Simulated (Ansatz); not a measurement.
Ag under changes of volume

One of the cells (17.048 Å³/atom); the others are scaled copies at fixed shape and fractional positions:

```
Ag
1.0
     0.00000    2.04275    2.04275
     2.04275    0.00000    2.04275
     2.04275    2.04275    0.00000
Ag
1
Direct
  0.00000 0.00000 0.00000
```

```yaml
Program: Ansatz 0.2.0
Functional: PBE
Potentials_or_basis: Ansatz NC
Cutoff: "960 eV (not typed: the program's choice for these potentials)"
k_mesh: 11 × 11 × 11
Occupations: fermi-dirac, width 0.05 eV
Spin: no spin polarisation
```

| volume (Å³/atom) | energy over the lowest point (meV/atom) | pressure (GPa) |
| --- | --- | --- |
| 16.025 | 62.91 | 13.0 |
| 16.366 | 38.85 | 9.8 |
| 16.707 | 21.30 | 6.9 |
| 17.048 | 9.45 | 4.4 |
| 17.389 | ? | ? |
| 17.730 | 0.00 | 0.4 |
| 18.071 | 1.15 | -1.3 |

What does the run at 17.389 Å³/atom give?

Energy over the lowest point 2.57 meV/atom; pressure 2.3 GPa.

Worked out: A Birch-Murnaghan fit of order 3 (a polynomial in V^(-2/3)) to the other rows has its minimum at 17.79 Å³/atom with B0 = V·E''(V) = 89 GPa and B' = 6.4. It gives 2.57 meV/atom at 17.389 Å³/atom, against the run's 2.57, and -dE/dV = 2.2 GPa, against 2.3.

Energies are extrapolated to zero smearing.
